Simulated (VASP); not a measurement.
BeSe: single point with PBE

The system is BeSe.

```xyz
2
Lattice="0.0000 2.5481 2.5481 2.5481 0.0000 2.5481 2.5481 2.5481 0.0000" Properties=species:S:1:pos:R:3 pbc="T T T"
Be    0.0000    0.0000    0.0000
Se    1.2741    1.2741    1.2741
```

| Item | Value |
| --- | --- |
| Program | VASP 6.6.1 |
| Task | single point |
| Functional | PBE |
| Potentials or basis | VASP PAW PBE potentials, release 64 (Be, Se) |
| Cutoff | 520 eV |
| k mesh | 6 × 6 × 6 |
| Occupations | fermi-dirac, width 0.0241 eV |
| Spin | collinear spin, zero start |
| Starting moments | [0.0, 0.0] μB |

```json
{
  "Band gap on the k mesh": "none (metal or under the smearing width)",
  "Net moment": "0.00 μB per cell",
  "Valence electrons inside the program's atomic spheres": "Be 1.21; Se 4.15"
}
```

Levels at points of the mesh, in eV from the Fermi level:
Spin up:
| k point | band 1 | band 2 | band 3 | band 4 | band 5 | band 6 | band 7 | band 8 | band 9 | band 10 |
| --- | --- | --- | --- | --- | --- | --- | --- | --- | --- | --- |
| (0.00, 0.00, 0.00) | -18.47 | -4.40 | -4.40 | -4.40 | -0.14 | 0.57 | 0.57 | 0.57 | 7.39 | 8.10 |
| (0.50, 0.00, 0.00) | -17.02 | -10.43 | -5.52 | -5.52 | -0.14 | 1.45 | 1.45 | 5.17 | 9.02 | 9.93 |
| (0.50, 0.50, 0.00) | -16.52 | -9.72 | -7.20 | -7.20 | -2.20 | -0.45 | 7.58 | 7.58 | 10.33 | 10.60 |
Spin down:
```csv
k point,band 2,band 3,band 4,band 5,band 6,band 7,band 8,band 9
"(0.00, 0.00, 0.00)",-4.40,-4.40,-4.40,-0.14,0.57,0.57,0.57,7.39
"(0.50, 0.00, 0.00)",-10.43,-5.52,-5.52,-0.14,1.45,1.45,5.17,9.02
"(0.50, 0.50, 0.00)",-9.72,-7.20,-7.20,-2.20,-0.45,7.58,7.58,10.33
```

It took 14 s on 1 thread of Intel(R) Xeon(R) Platinum 8488C (Sapphire Rapids), with other jobs on the host, peak memory 0.17 GiB.

Caveat: the cell carries a net charge on a neutralising background, which shifts energy and pressure; the cell is charged against a uniform background, so pressure and absolute levels hang on convention.
